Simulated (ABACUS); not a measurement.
# Cd (P6_3/mmc) in ABACUS: notebook, part 2 of 2

ABACUS 3.10.1.

## Step 3: Single point, PBEsol

INPUT

```
INPUT_PARAMETERS
suffix              Cd
calculation         scf
basis_type          pw
pseudo_dir          ./
symmetry            1
dft_functional      pbesol
ecutwfc             79
pseudo_rcut         10
nspin               1
nbands              30
ks_solver           dav
smearing_method     fd
smearing_sigma      0.00367493
scf_thr             1e-08
scf_nmax            100
mixing_type         broyden
mixing_beta         0.7
cal_force           1
cal_stress          1
out_chg             1
kpar                4
```

STRU

```
ATOMIC_SPECIES
Cd 112.4140 Cd.upf

LATTICE_CONSTANT
1.8897261246

LATTICE_VECTORS
2.9788700000 0.0000000000 0.0000000000
-1.4894350000 2.5797770946 0.0000000000
0.0000000000 0.0000000000 5.6176500000

ATOMIC_POSITIONS
Direct

Cd
0.0
2
0.6666666667 0.3333333333 0.7500000000 1 1 1
0.3333333333 0.6666666667 0.2500000000 1 1 1
```

KPT

```
K_POINTS
0
Gamma
8 8 4 0 0 0
```

Potentials or basis: Ansatz NC PBE, plane waves.

Started as:

```bash
$ OMP_NUM_THREADS=1 mpirun -np 4 abacus > log
```

running log:

```text
[... set-up lines left out ...]
 PW ALGORITHM --------------- ION=   1  ELEC=   1--------------------------------

 Notice: Threshold on eigenvalues was too large.
 hsover_error=0.4 > DRHO=0.044666
 Origin diag ethr = 0.01
 New diag ethr = 0.000111665

 Density error is 0.0471182072568
                          Error Threshold = 0.000111664992717
----------------------------------------------------------
     Energy           Rydberg                 eV
----------------------------------------------------------
 E_KohnSham     -699.9415935042      -9523.1939388574
 E_Harris       -704.9891450752      -9591.8694011710
 E_Fermi        1.0922032068         14.8601869866
----------------------------------------------------------

 PW ALGORITHM --------------- ION=   1  ELEC=   2--------------------------------

 Density error is 0.0110875962035
                          Error Threshold = 0.000117795518142
----------------------------------------------------------
     Energy           Rydberg                 eV
----------------------------------------------------------
 E_KohnSham     -699.9541992514      -9523.3654488468
 E_Harris       -697.8259985769      -9494.4097931853
 E_Fermi        1.0758553533         14.6377630292
----------------------------------------------------------

 PW ALGORITHM --------------- ION=   1  ELEC=   3--------------------------------

 Density error is 0.000298046310411
                          Error Threshold = 2.77189905086e-05
----------------------------------------------------------
     Energy           Rydberg                 eV
----------------------------------------------------------
 E_KohnSham     -699.9566249012      -9523.3984515045
 E_Harris       -700.1911424037      -9526.5892258191
 E_Fermi        1.0793239782         14.6849560917
----------------------------------------------------------
[... 13 lines left out ...]
 PW ALGORITHM --------------- ION=   1  ELEC=   5--------------------------------

 Density error is 1.33328465173e-06
                          Error Threshold = 1.15252670925e-08
----------------------------------------------------------
     Energy           Rydberg                 eV
----------------------------------------------------------
 E_KohnSham     -699.9566689643      -9523.3990510149
 E_Harris       -699.9403241239      -9523.1766680513
 E_Fermi        1.0781417929         14.6688716348
----------------------------------------------------------

 PW ALGORITHM --------------- ION=   1  ELEC=   6--------------------------------

 Density error is 1.14473879169e-09
                          Error Threshold = 3.33321162933e-09
----------------------------------------------------------
     Energy           Rydberg                 eV
----------------------------------------------------------
 E_KohnSham     -699.9566692025      -9523.3990542551
 E_KS(sigma->0) -699.9564929604      -9523.3966563585
 E_Harris       -699.9565891092      -9523.3979645299
 E_band         -57.7982609879       -786.3856839269
 E_one_elec     -358.4322469763      -4876.7209058205
 E_Hartree      192.3073551784       2616.4757977356
 E_xc           -96.1740152237       -1308.5146065809
 E_Ewald        -437.6574096967      -5954.6345437962
 E_entropy(-TS) -0.0003524842        -0.0047957931
 E_descf        0.0000000000         0.0000000000
 E_exx          0.0000000000         0.0000000000
 E_Fermi        1.0781610702         14.6691339166
----------------------------------------------------------

 charge density convergence is achieved
 final etot is -9523.3990543 eV
 EFERMI = 14.669133917 eV

 STATE ENERGY(eV) AND OCCUPATIONS    NSPIN == 1
 1/8 kpoint (Cartesian) = 0.0000 0.0000 0.0000 (3397 pws)
       1       -88.2977     0.00781250
       2       -88.2966     0.00781250
       3       -49.3711     0.00781250
       4       -49.3516     0.00781250
       5       -49.3221     0.00781250
       6       -49.3221     0.00781250
[... 22 lines left out ...]
      29        31.1155        0.00000
      30        33.3108        0.00000
[... 129 lines left out ...]
 6/8 kpoint (Cartesian) = -0.041962 0.072681 0.0000 (3444 pws)
       1       -88.2960      0.0468750
       2       -88.2951      0.0468750
       3       -49.3669      0.0468750
       4       -49.3513      0.0468750
       5       -49.3417      0.0468750
       6       -49.3404      0.0468750
[... 22 lines left out ...]
      29        30.1889        0.00000
      30        30.7743        0.00000

[... levels at 2 further k points ...]

------------------------------------------------------------------------------------------
 TOTAL-FORCE (eV/Angstrom)
------------------------------------------------------------------------------------------
                       Cd1         0.0000000000         0.0000000000         0.0000000000
                       Cd2         0.0000000000         0.0000000000         0.0000000000
------------------------------------------------------------------------------------------

----------------------------------------------------------------
 TOTAL-STRESS (KBAR)
----------------------------------------------------------------
        -3.8486165934         0.0000000000        -0.0000000000
         0.0000000000        -3.8486165933        -0.0000000000
         0.0000000000         0.0000000000       -32.6831568356
----------------------------------------------------------------
 TOTAL-PRESSURE: -13.460130 KBAR

 --------------------------------------------
 !FINAL_ETOT_IS -9523.3990542551127874 eV
 --------------------------------------------
```

stdout:

```text
[... set-up lines left out ...]
 Self-consistent calculations for electrons
 ---------------------------------------------------------
 SPIN    KPOINTS         PROCESSORS  THREADS
 1       30              4           4
 ---------------------------------------------------------
[... 19 lines left out ...]
 TOTAL-STRESS (KBAR)
----------------------------------------------------------------
        -3.8486165934         0.0000000000        -0.0000000000
         0.0000000000        -3.8486165933        -0.0000000000
         0.0000000000         0.0000000000       -32.6831568356
----------------------------------------------------------------
 TOTAL-PRESSURE: -13.460130 KBAR
```

Wall time 9.5 s (4 MPI ranks of Intel Xeon Platinum 8259CL at 2.50GHz (Skylake/Cascade Lake), shared host); peak memory 0.4 GiB.

Results:

- Free energy: -9523.3991 eV
- Pressure: -1.3 GPa
- Band gap on the k mesh: none (metal or under the smearing width)

Levels at points of the mesh, in eV from the Fermi level:
```
           k point  band 16  band 17  band 18  band 19  band 20  band 21  band 22  band 23  band 24  band 25
(0.00, 0.00, 0.00)    -8.63    -8.63    -8.38    -8.38    -3.06    -3.01    10.33    13.74    14.67    14.67
(0.50, 0.50, 0.00)    -8.41    -8.11    -8.08    -2.34    -1.84     1.96     2.99     3.17     5.25     8.22
(0.00, 0.00, 0.50)    -8.49    -8.49    -8.49    -7.38    -7.38     3.70     3.70    14.01    14.01    15.54
(0.50, 0.50, 0.50)    -8.39    -8.09    -8.09    -1.55    -1.55     0.09     0.09     7.96     7.96     9.86
```

Caveat: the potentials were made for another functional, which shifts forces and pressure.

## Step 4: Single point, TPSS

run_abacus.py

```python
"""ABACUS run from a structure file: ASE reads it, the script writes STRU, KPT and INPUT."""
import re
import subprocess
from ase.io import read
from ase.units import Bohr

atoms = read("POSCAR")
atoms = atoms[(-atoms.numbers).argsort(kind="stable")]  # ABACUS lists atoms element by element
pseudo = {'Cd': 'Cd_ONCV_PBE-1.2.upf'}
orbital = {}
magmoms = None
kmesh = [6, 6, 3]
params = {
    'suffix': 'Cd',
    'calculation': 'scf',
    'basis_type': 'pw',
    'pseudo_dir': './',
    'symmetry': 1,
    'dft_functional': 'MGGA_X_TPSS+MGGA_C_TPSS',
    'ecutwfc': 119,
    'pseudo_rcut': 10,
    'nspin': 1,
    'nbands': 30,
    'ks_solver': 'dav',
    'smearing_method': 'fd',
    'smearing_sigma': 0.00367493,
    'scf_thr': 1e-08,
    'scf_nmax': 100,
    'mixing_type': 'broyden',
    'mixing_beta': 0.7,
    'cal_force': 1,
    'cal_stress': 1,
    'mixing_tau': 1,
    'out_chg': 1,
    'out_pot': 2,
    'out_elf': 1,
}

symbols = atoms.get_chemical_symbols()
elements = list(dict.fromkeys(symbols))
lines = ["ATOMIC_SPECIES"] + [f"{e} {atoms.get_masses()[symbols.index(e)]:.4f} {pseudo[e]}" for e in elements]
if orbital:
    lines += ["", "NUMERICAL_ORBITAL"] + [orbital[e] for e in elements]
lines += ["", "LATTICE_CONSTANT", f"{1 / Bohr:.10f}", "", "LATTICE_VECTORS"]
lines += [" ".join(f"{x:.10f}" for x in v) for v in atoms.cell]
lines += ["", "ATOMIC_POSITIONS", "Direct"]
for e in elements:
    lines += ["", e, "0.0", str(symbols.count(e))]
    for i, p in enumerate(atoms.get_scaled_positions(wrap=False)):
        if symbols[i] == e:
            mag = "" if magmoms is None else " mag " + " ".join(str(x) for x in (magmoms[i] if isinstance(magmoms[i], list) else [magmoms[i]]))
            lines.append(" ".join(f"{x:.10f}" for x in p) + " 1 1 1" + mag)
open("STRU", "w").write("\n".join(lines) + "\n")
open("KPT", "w").write("K_POINTS\n0\nGamma\n%d %d %d 0 0 0\n" % tuple(kmesh))
open("INPUT", "w").write("INPUT_PARAMETERS\n" + "".join(f"{k:<20s}{v}\n" for k, v in params.items()))

done = subprocess.run(['mpirun', '-np', '4', 'abacus'])
if done.returncode:
    raise SystemExit(done.returncode)
log = open("OUT.Cd/running_scf.log").read()
print("final energy (eV):", re.findall(r"FINAL_ETOT_IS (\S+)", log))
```

POSCAR

```
Cd
1.0
    2.9788700000      0.0000000000      0.0000000000
   -1.4894350000      2.5797770946      0.0000000000
    0.0000000000      0.0000000000      5.6176500000
Cd
2
Direct
    0.6666666667      0.3333333333      0.7500000000
    0.3333333333      0.6666666667      0.2500000000
```

Potentials or basis: SG15 ONCV 1.2 PBE, plane waves.

Started as:

```bash
$ OMP_NUM_THREADS=1 python run_abacus.py > log
```

running log:

```text
ABACUS v3.10.1

               Atomic-orbital Based Ab-initio Computation at UStc

 ------------------------------------------------------------------------------------

 READING GENERAL INFORMATION
                           global_out_dir = OUT.Cd/
                           global_in_card = INPUT
                               pseudo_dir = ./
                              orbital_dir =
                                    DSIZE = 4
                                    GSIZE = 1

 READING UNITCELL INFORMATION
                                    ntype = 1
                  lattice constant (Bohr) = 1.88973
              lattice constant (Angstrom) = 1

 READING ATOM TYPE 1
                               atom label = Cd
[... 315 lines left out ...]
The vacuum level is 17.917642277 eV

 STATE ENERGY(eV) AND OCCUPATIONS    NSPIN == 1
 1/14 kpoint (Cartesian) = 0.0000 0.0000 0.0000 (1598 pws)
       1       -86.7711      0.0185185
       2       -86.7700      0.0185185
       3       -47.8435      0.0185185
       4       -47.8435      0.0185185
       5       -47.8414      0.0185185
       6       -47.8414      0.0185185
[... 182 lines left out ...]
      29        33.3539        0.00000
      30        33.8299        0.00000

[... levels at 8 further k points ...]

------------------------------------------------------------------------------------------
 TOTAL-FORCE (eV/Angstrom)
------------------------------------------------------------------------------------------
                       Cd1         0.0000000000         0.0000000000         0.0000000000
                       Cd2         0.0000000000         0.0000000000         0.0000000000
------------------------------------------------------------------------------------------

----------------------------------------------------------------
 TOTAL-STRESS (KBAR)
----------------------------------------------------------------
        15.6825674182        -0.0000000000         0.0000000000
         0.0000000000        15.6825674178         0.0000000000
         0.0000000000        -0.0000000000        11.9073771400
----------------------------------------------------------------
 TOTAL-PRESSURE: 14.424171 KBAR

 --------------------------------------------
 !FINAL_ETOT_IS -8454.6314554692125967 eV
 --------------------------------------------
```

INPUT:

```text
INPUT_PARAMETERS
suffix              Cd
calculation         scf
basis_type          pw
pseudo_dir          ./
symmetry            1
dft_functional      MGGA_X_TPSS+MGGA_C_TPSS
ecutwfc             119
pseudo_rcut         10
nspin               1
nbands              30
ks_solver           dav
smearing_method     fd
smearing_sigma      0.00367493
scf_thr             1e-08
scf_nmax            100
mixing_type         broyden
mixing_beta         0.7
cal_force           1
cal_stress          1
mixing_tau          1
out_chg             1
out_pot             2
out_elf             1
```

STRU:

```text
ATOMIC_SPECIES
Cd 112.4140 Cd_ONCV_PBE-1.2.upf

LATTICE_CONSTANT
1.8897261258

LATTICE_VECTORS
2.9788700000 0.0000000000 0.0000000000
-1.4894350000 2.5797770946 0.0000000000
0.0000000000 0.0000000000 5.6176500000

ATOMIC_POSITIONS
Direct

Cd
0.0
2
0.6666666667 0.3333333333 0.7500000000 1 1 1
0.3333333333 0.6666666667 0.2500000000 1 1 1
```

It took 26 s on 4 MPI ranks of Intel Xeon 6975P-C (Granite Rapids), shared host; peak memory 0.36 GiB.

Results:

```
Free energy            : -8454.6315 eV
Pressure               : 1.4 GPa
Band gap on the k mesh : none (metal or under the smearing width)
```

Stress tensor (GPa, compression positive):
```
1.57 0.00 0.00
0.00 1.57 0.00
0.00 0.00 1.19
```

Caveat: the k mesh is coarse (spacing up to 0.41 Å⁻¹), so the values aren't converged; the potentials were made for another functional, which shifts forces and pressure.

## Step 5: The runs side by side

| level | potentials or basis | k mesh | cutoff (eV) | orbital files | SCF threshold on the density | eigensolver | mesh quality | gap on the mesh (eV) | pressure (GPa) |
| --- | --- | --- | --- | --- | --- | --- | --- | --- | --- |
| r2SCAN | SG15 ONCV 1.2 PBE, DZP LCAO (the cutoffs set its grid) | 7 × 7 × 4 | 1401 | Cd Cd_confined-atom_7au_3s2p2d1f.orb | 1e-07 | genelpa | not flagged | none | 0.4 |
| PBEsol | Ansatz NC PBE, plane waves | 8 × 8 × 4 | 1075 | - | 1e-08 | dav | not flagged | none | -1.3 |
| TPSS | SG15 ONCV 1.2 PBE, plane waves | 6 × 6 × 3 | 1619 | - | 1e-08 | dav | coarse | none | 1.4 |

Alike in all rows: task single point; no spin polarisation; cell as given; smearing fermi-dirac 0.05 eV.

Caveats: some runs use coarse meshes; the potentials were made for another functional, which shifts forces and pressure; the atomic orbitals were generated for these runs and aren't a published set (some runs); the basis of atomic orbitals isn't converged, which shifts pressures, moduli and gaps (some runs).

Absolute energies hang on the potentials; compare differences alone.
